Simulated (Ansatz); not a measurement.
## LiH under changes of volume

One of the cells (8.449 Å³/atom); the others are scaled copies at fixed shape and fractional positions:

```
Li H
1.0
     0.00000    2.03675    2.03675
     2.03675    0.00000    2.03675
     2.03675    2.03675    0.00000
Li H
1 1
Direct
  0.00000 0.00000 0.00000
  0.50000 0.50000 0.50000
```

* Program: Ansatz 0.2.0
* Functional: HSE06
* Potentials or basis: Ansatz PAW
* Cutoff: 420 eV (not typed: the program's choice for these potentials)
* k mesh: 6 × 6 × 6
* Occupations: fermi-dirac, width 0.05 eV
* Spin: no spin polarisation

| volume (Å³/atom) | energy over the lowest point (meV/atom) | pressure (GPa) | gap on the mesh (eV) |
| --- | --- | --- | --- |
| 7.942 | 0.00 | -0.1 | 3.97 |
| 8.111 | 0.44 | -0.8 | 3.98 |
| 8.280 | 1.67 | -1.5 | 3.99 |
| 8.449 | 3.59 | -2.1 | 4.00 |
| 8.618 | 6.18 | -2.7 | 4.01 |
| 8.787 | 9.30 | -3.2 | 4.02 |
| 8.956 | ? | ? | ? |

Task: What does the run at 8.956 Å³/atom give?

Result: Energy over the lowest point 12.99 meV/atom; pressure -3.7 GPa; gap on the mesh 4.03 eV.

Worked out: A Birch-Murnaghan fit of order 3 (a polynomial in V^(-2/3)) to the other rows has its minimum at 7.94 Å³/atom, just outside them, with B0 = V·E''(V) = 39 GPa and B' = 4.3. It gives 12.94 meV/atom at 8.956 Å³/atom, against the run's 12.99, and -dE/dV = -3.7 GPa, against -3.7. A straight line through the other rows of the gap, of slope 0.494 eV per unit of ln V (its deformation potential), extrapolates to 4.03 eV, against the run's 4.03.

Energies are extrapolated to zero smearing.

Caveats: all runs use coarse meshes; the PAW data sets were made with another functional, which shifts forces and pressure a little; the thresholds are loose for stress.

A mesh can miss the band edges.
